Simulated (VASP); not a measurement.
Input of a VASP 6.6.1 run:

Contents of POSCAR:

```
GaN                                     
1.0
    3.1852258834      0.0000000000      0.0000000000
   -1.5926129417      2.7584865297      0.0000000000
    0.0000000000      0.0000000000     16.0000000000
  Ga              N             
     1     1
Direct
     0.3333330000000032    0.6666669999999968    0.5000000000000000
     0.6666669999999968    0.3333330000000032    0.5000000000000000
```

Contents of INCAR.step1:

```
SYSTEM = GaN
  PREC = Accurate
  ENCUT = 520
  EDIFF = 1E-5
  ISMEAR = 0
  SIGMA = 0.03
  LREAL = .False.
  LASPH = .True.
  NELM = 100
  ALGO = Normal
  ISIF = 2
  LWAVE = .True.
  LDIPOL = .True.
  IDIPOL = 3
  DIPOL = 0.5 0.5 0.500
  GGA = PE
  KPAR = 4
```

INCAR.step2

```
SYSTEM = GaN
  PREC = Accurate
  ENCUT = 520
  EDIFF = 1E-6
  ISMEAR = 0
  SIGMA = 0.03
  LREAL = .False.
  LASPH = .True.
  NELM = 100
  ALGO = Normal
  ISIF = 2
  LWAVE = .False.
  LCHARG = .True.
  LDIPOL = .True.
  IDIPOL = 3
  DIPOL = 0.5 0.5 0.500
  GGA = PE
  LHFCALC = .True.
  HFSCREEN = 0.2
  PRECFOCK = Fast
  LVHAR = .True.
  LVACPOTAV = .True.
  ISTART = 1
  KPAR = 4
```

Contents of KPOINTS:

```
regular mesh
0
Gamma
  6 6 1
  0 0 0
```

Potentials or basis: VASP PAW PBE potentials, release 64 (Ga_d, N).

Run with:

```console
$ cat potpaw_PBE.64/Ga_d/POTCAR potpaw_PBE.64/N/POTCAR > POTCAR
$ cp INCAR.step1 INCAR
$ mpirun -np 4 vasp_std > vasp.out
$ cp INCAR.step2 INCAR
$ mpirun -np 4 vasp_std > vasp.out
```

(1) What does it give for the ionisation potential of the upper face?

(2) Predict the band gap on the k mesh.

## Answers

(1) 6.05 eV.

(2) 3.57 eV, indirect (least direct gap 3.78 eV).
